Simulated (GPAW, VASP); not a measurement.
Given: the input of a run of GPAW 26.7.0 (ASE script) on Si2W. 

run.py

```python
from ase.dft.bandgap import bandgap
from ase.io import read, write
from ase.units import GPa
from gpaw import GPAW, PW

atoms = read('POSCAR')

calc = GPAW(mode=PW(600),
            xc='PBE',
            kpts={'size': (12, 12, 12), 'gamma': True},
            occupations={'name': 'methfessel-paxton', 'order': 0, 'width': 0.017},
            nbands=23,
            convergence={'density': 1e-05, 'energy': 1e-05},
            maxiter=150,
            txt='gpaw.txt')
atoms.calc = calc
energy = atoms.get_potential_energy()
forces = atoms.get_forces()
stress = atoms.get_stress()
calc.write('gs.gpw')
write('result.traj', atoms)
print(f'Energy: {energy:.6f} eV')
print('Forces (eV/A):')
print(forces.round(4))
print('Stress (GPa):', (stress / GPa).round(3))
print('Fermi level:', round(calc.get_fermi_level(), 4), 'eV')
print(f'Gap: {bandgap(calc)[0]:.4f} eV, direct: {bandgap(calc, direct=True)[0]:.4f} eV')
```

Contents of POSCAR:

```
Si2W
1.0
   -1.6069000000      1.6069000000      3.9149500000
    1.6069000000     -1.6069000000      3.9149500000
    1.6069000000      1.6069000000     -3.9149500000
W Si
1 2
Direct
    0.0000000000      0.0000000000      0.0000000000
    0.6653000000      0.6653000000      0.0000000000
    0.3347000000      0.3347000000      0.0000000000
```

Potentials or basis: GPAW PAW data sets (gpaw-data 1.2.1), pw.

The run is started by

```console
$ OMP_NUM_THREADS=1 python run.py
```

Q: Translate it to VASP 6.6.1. Potentials or basis there: PBE PAW files Si, W_sv, 520 eV.

A: As run (cutoffs and basis follow the program's own potentials, and thresholds, step limits or extra output files can differ):

The input INCAR:

```
SYSTEM = Si2W
  PREC = Accurate
  ENCUT = 520
  EDIFF = 1E-6
  ISMEAR = 0
  SIGMA = 0.017
  LREAL = .FALSE.
  LASPH = .TRUE.
  NELM = 80
  ALGO = Fast
  ISIF = 2
  LWAVE = .FALSE.
  LCHARG = .FALSE.
  GGA = PE
  NBANDS = 18
```

File KPOINTS:

```
Automatic mesh
0
G
  12 12 12
  0 0 0
```

POSCAR

```
Si2W
1.0
   -1.6069000000      1.6069000000      3.9149500000
    1.6069000000     -1.6069000000      3.9149500000
    1.6069000000      1.6069000000     -3.9149500000
W Si
1 2
Direct
    0.0000000000      0.0000000000      0.0000000000
    0.6653000000      0.6653000000      0.0000000000
    0.3347000000      0.3347000000      0.0000000000
```

Potentials or basis: VASP PAW PBE potentials, release 64 (W_sv, Si).

The run is started by

```sh
$ cat potpaw_PBE.64/W_sv/POTCAR potpaw_PBE.64/Si/POTCAR > POTCAR
$ mpirun -np 1 vasp_std > vasp.out
```

Both were run:

|  | GPAW | VASP |
| --- | --- | --- |
| Pressure | 4.0 GPa | 3.4 GPa |
| Largest force | 0.093 eV/Å | 0.084 eV/Å |

Pressure is positive in compression.
